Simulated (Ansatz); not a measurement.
# HfO₂ — coordination and ¹⁷O quadrupole coupling

Cell: a COD entry, ions relaxed with PBE at fixed cell.

Space group P2_1/c (No. 14); a = 5.1180, b = 5.1857, c = 5.2841 Å, β = 99.35°.

| site | Wyckoff | site symmetry | x | y | z |
| --- | --- | --- | --- | --- | --- |
| Hf | 4e | 1 | 0.2767 | 0.0419 | 0.2081 |
| O5 | 4e | 1 | 0.4466 | 0.7584 | 0.4803 |
| O9 | 4e | 1 | 0.0726 | 0.3393 | 0.3389 |

One atom of each set is listed.

Level of theory: DFT, r2SCAN, plane waves and PAW, scalar-relativistic, 500 eV cutoff, Γ-centred 6×6×6 k-points, Fermi–Dirac smearing 0.02 eV (Ansatz 0.2.0).

Q(¹⁷O) = -25.58 mb.

Question: Rank these O sites by |C_Q|, smallest first.
A. O9: 3 Hf at 2.04–2.15 Å
B. O5: 4 Hf at 2.14–2.24 Å

Answer: B (0.692 MHz, η = 0.97), A (0.811 MHz, η = 0.86).

Like point charges on the first shell alone (each adding as 1/d³) would give the same order.

Without spin–orbit coupling the gradients at and beside Hf can be off by some per cent, at some sites by more.
